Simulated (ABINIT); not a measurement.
Input of an ABINIT 10.8.3 (patched build) run:

The input run.abi:

```
pp_dirpath "./"
pseudos "Sn.LDA_PW-JTH.xml, O.LDA_PW-JTH.xml"

acell 3*1.0
rprim
    -3.7795819056     3.7795819056     9.6823497882
     3.7795819056    -3.7795819056     9.6823497882
     3.7795819056     3.7795819056    -9.6823497882
ntypat 2
znucl 50 8
natom 6
typat 1 1 2 2 2 2
xred
     0.0000000000     0.0000000000     0.0000000000
     0.7500000000     0.2500000000     0.5000000000
     0.5465225900     0.0465225900     0.5000000000
     0.2034774100     0.2034774100     0.0000000000
     0.9534774100     0.4534774100     0.5000000000
     0.7965225900     0.7965225900     0.0000000000
chkprim 0
chksymtnons 0
tolsym 1.0e-6

ecut 23.0
pawecutdg 45.0
pawovlp -1

kptopt 1
ngkpt 5 5 5
nshiftk 1
shiftk 0.0 0.0 0.0

ixc 7

nband 32
occopt 3
tsmear 0.00183747

nstep 100
tolvrs 1.0e-9

iomode 3
prtwf 0
prtden 0
prteig 0
prtebands 0
enunit 1
prtvol 2

ionmov 2
ntime 60
tolmxf 0.0001
optcell 2
dilatmx 1.08
ecutsm 0.5
```

Potentials or basis: JTH PAW LDA v2.0.

Run with:

```sh
$ abinit run.abi > log 2>&1
```

Question: Predict the relaxed volume.

Answer: 13.34 Å³/atom.

Question: Predict the band gap on the k mesh.

Answer: 1.77 eV, indirect (least direct gap 2.16 eV).

Final structure:
```cif
data_structure
_symmetry_space_group_name_H-M 'P 1'
_symmetry_Int_Tables_number 1
_cell_length_a 5.8111
_cell_length_b 5.8111
_cell_length_c 5.8111
_cell_angle_alpha 140.098
_cell_angle_beta 140.098
_cell_angle_gamma 57.705
_cell_volume 80.05
loop_
_atom_site_label
_atom_site_type_symbol
_atom_site_fract_x
_atom_site_fract_y
_atom_site_fract_z
_atom_site_occupancy
Sn1 Sn 0.00000 0.00000 0.00000 1
Sn2 Sn 0.75000 0.25000 0.50000 1
O1 O 0.54711 0.04711 0.50000 1
O2 O 0.20289 0.20289 0.00000 1
O3 O 0.95289 0.45289 0.50000 1
O4 O 0.79711 0.79711 0.00000 1
```

Caveat: the k mesh is coarse (spacing up to 0.44 Å⁻¹), so the values aren't converged; spin-orbit coupling is left out, which moves the levels of the heavy elements; an odd mesh through Γ misses points on the zone boundary, where band edges often lie; the atomic spheres overlap. LDA gaps usually lie below the measured ones, often by a third to a half.
